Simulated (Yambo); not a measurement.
AlN: optical spectrum by the Bethe-Salpeter equation with PBE

The system is AlN.

```xyz
2
Lattice="0.0000 2.1840 2.1840 2.1840 0.0000 2.1840 2.1840 2.1840 0.0000" Properties=species:S:1:pos:R:3 pbc="T T T"
Al    0.0000    0.0000    0.0000
N     1.0920    1.0920    1.0920
```

Measurements of this composition are mostly on another form, of space group No. 186.

| Property | Result |
| --- | --- |
| Program | Yambo 5.3.0 |
| Task | optical spectrum by the Bethe-Salpeter equation |
| Functional | PBE |
| Potentials or basis | PseudoDojo 0.5 SR PBE standard |
| Cutoff | 1143 eV |
| Density cutoff | 4572 eV |
| k mesh | 6 × 6 × 6 |
| Occupations | fixed |
| Spin | no spin polarisation |
| k mesh of the self-consistent run | 10 × 10 × 10 |
| Random integration of the Coulomb term | yes |
| Direction of the field or of q to 0 | x + y + z |
| Broadening | 0.2 eV |
| Kernel | Hartree (RPA with local fields) |
| Terms kept | resonant and antiresonant, uncoupled |
| Solver | diagonalisation |
| Correction of the levels | scissor |
| Top of the energy range | 10 eV |
| Energy points | 150 |
| Scissor shift | 1.27 eV |
| Bands of the transition space (first, last) | [2, 8] |
| Bands in the response | 34 |
| Cutoff of the response matrix | 5 Ry |
| Cutoff of exchange and Vxc | 30 Ry |

```yaml
Band_gap_on_the_k_mesh_mean-field_level: 3.32 eV, indirect (least direct gap 4.19 eV)
Lowest_exciton_energy: 5.47 eV
Lowest_bright_exciton_energy: 5.47 eV
```

Dielectric function (along the field direction of the input):
```tsv
energy (eV)	real part	imaginary part
0.27	3.95	0.00
0.74	3.97	0.01
1.28	4.01	0.02
1.74	4.05	0.02
2.28	4.13	0.03
2.82	4.24	0.05
3.29	4.37	0.06
3.83	4.56	0.09
4.36	4.84	0.13
4.83	5.21	0.22
5.37	5.77	0.93
5.84	5.68	0.61
6.38	6.42	1.79
6.91	7.87	2.65
7.38	7.61	5.64
7.92	3.94	2.77
8.46	6.84	5.52
8.93	3.26	7.58
9.46	-0.71	7.23
10.00	1.51	3.29
```

Lowest exciton energies (eV): 5.47, 5.47, 5.47, 6.37, 6.37, 6.37, 6.38, 6.38

Excitons:
```csv
energy (eV),strength (relative to the strongest)
5.472,0.017
5.472,0.22
5.472,0.0086
6.371,1.1e-15
6.371,4e-15
6.371,9.8e-11
6.376,1.4e-07
6.376,0.33
6.376,2.7e-07
7.013,3.7e-14
7.013,2.5e-14
7.013,2.3e-13
```

Run time: 84 s on 1 thread of Arm Neoverse V1 (shared host).

Caveat: the scissor is the correction of the direct gap in an earlier G0W0 run on the same states; spectra need much finer meshes, so this one isn't converged. A k mesh can miss the band edges.
